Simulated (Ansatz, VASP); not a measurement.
**Al: VASP beside Ansatz**

INCAR

```
PREC = Accurate ; ENCUT = 520
EDIFF = 1E-7 ; ISMEAR = -1
SIGMA = 0.05 ; LREAL = F
LASPH = T ; NELM = 100
ALGO = Normal ; ISIF = 2
LWAVE = F ; LCHARG = T
GGA = PS ; LELF = T
LVHAR = T ; NBANDS = 8
```

Contents of KPOINTS:

```
regular mesh
0
Gamma
  14 14 14
```

The input POSCAR:

```
Al
1.0
    0.0000000000      1.9632606000      2.0239800000
    1.9632606000      0.0000000000      2.0239800000
    1.9632606000      1.9632606000      0.0000000000
Al
1
Direct
    0.0000000000      0.0000000000      0.0000000000
```

Input for Ansatz:

```yaml
crystal:
  lattice:
    - [0.0, 1.9632606, 2.02398]
    - [1.9632606, 0.0, 2.02398]
    - [1.9632606, 1.9632606, 0.0]
  atoms:
    - { symbol: Al, position: [0.0, 0.0, 0.0] }
kpoints:
  mp_grid: { grid: [14, 14, 14] }
  band_path:
    path:
      - [0.0, 0.0, 0.0]
      - [0.0, 0.5, 0.5]
      - [0.25, 0.75, 0.5]
      - [0.0, 0.5, 0.0]
      - [0.0, 0.0, 0.0]
      - [0.5, 0.5, 0.0]
      - [0.3676125, 0.6323875, 0.0]
      - [-0.3676125, 0.3676125, 0.0]
      - [0.0, 0.0, 0.0]
    npoints: 5
scf:
  occupations: { method: fermi_dirac, width: 0.05 }
hamiltonian:
  xc: pbesol
  pseudopotentials: { kind: all_electron, lapw: { basis_error: 0.001 } }
output:
  forces: true
  stress: true
  eigenvalues: true
```

Change from the starting cell: equal xx and yy strain of -3 %.

Alike in both runs: task single point; functional PBEsol; k mesh 14 × 14 × 14; occupations fermi-dirac, width 0.05 eV; no spin polarisation.

```csv
,VASP,Ansatz
version,VASP 6.6.1,Ansatz 0.2.0
potentials or method,"VASP PAW PBE potentials, release 64 (Al)","all-electron LAPW, scalar-relativistic"
plane-wave cutoff (eV),520,see its input
```

```csv
,VASP,Ansatz,Ansatz less VASP
pressure (GPa),3.2,3.2,-0.08
largest component of the traceless stress (GPa),1.28,1.25,-0.025
```

Ansatz ran all-electron here, so the differences hold the error of VASP's frozen core and of both bases.

Caveats: the PAW data sets were made with another functional, which shifts forces and pressure a little (VASP).
